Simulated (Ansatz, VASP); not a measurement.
## SrO in VASP and in Ansatz

Contents of INCAR:

```
SYSTEM = SrO
PREC = Accurate ; ENCUT = 520
EDIFF = 1E-6 ; ISMEAR = 0
SIGMA = 0.05 ; LREAL = .FALSE.
LASPH = .TRUE. ; NELM = 80
ALGO = Normal ; ISIF = 2
LWAVE = .FALSE. ; LCHARG = .FALSE.
NBANDS = 24
```

The input KPOINTS:

```
regular mesh
0
G
  9 9 4
  0 0 0
```

File POSCAR:

```
SrO
1.0
    3.5532880902      0.0000000000      0.0000000000
   -1.7766440451      3.0772377531      0.0000000000
    0.0000000000      0.0000000000      6.2173039800
Sr O
2 2
Direct
    0.3333333333      0.6666666667      0.2500000000
    0.6666666667      0.3333333333      0.7500000000
    0.0000000000      0.0000000000      0.0100525887
    0.0000000000      0.0000000000      0.5100525887
```

Input for Ansatz:

```yaml
crystal:
  lattice:
    - [3.5532880902, 0.0, 0.0]
    - [-1.7766440451, 3.0772377531, 0.0]
    - [0.0, 0.0, 6.21730398]
  atoms:
    - { symbol: Sr, position: [0.3333333333, 0.6666666667, 0.25] }
    - { symbol: Sr, position: [0.6666666667, 0.3333333333, 0.75] }
    - { symbol: O, position: [0.0, 0.0, 0.0100525887] }
    - { symbol: O, position: [0.0, 0.0, 0.5100525887] }
basis:
  ecutwfc: 420
kpoints:
  mp_grid: { grid: [9, 9, 4] }
hamiltonian:
  xc: lda
scf:
  occupations: { method: gaussian, width: 0.05 }
output:
  forces: true
  stress: true
  eigenvalues: true
```

Change from the starting cell: all O atoms moved +0.062 Å, as atom 3 along Cartesian [0 0 1].

Alike in both runs: task single point; functional LDA; k mesh 9 × 9 × 4; occupations gaussian, width 0.05 eV; no spin polarisation.

```csv
,VASP,Ansatz
version,VASP 6.6.1,Ansatz 0.2.0
potentials or method,"VASP PAW LDA potentials, release 64 (Sr_sv, O)","scalar-relativistic, plane waves, PAW"
plane-wave cutoff (eV),520,420
valence electrons in the cell,32,32
```

```csv
,VASP,Ansatz,Ansatz less VASP
gap on the k mesh at the Fermi level (eV),2.90,2.89,-0.010
least direct gap on the mesh (eV),2.90,2.89,-0.010
pressure (GPa),-4.9,-5.5,-0.65
largest component of the traceless stress (GPa),0.61,0.61,+0.001
rms of the force components (eV/Å),0.069,0.062,-0.0064
```

Atom by atom the forces differ by 0.006 eV/Å (rms over components).

Caveats: an odd mesh through Γ misses points on the zone boundary, where band edges often lie.
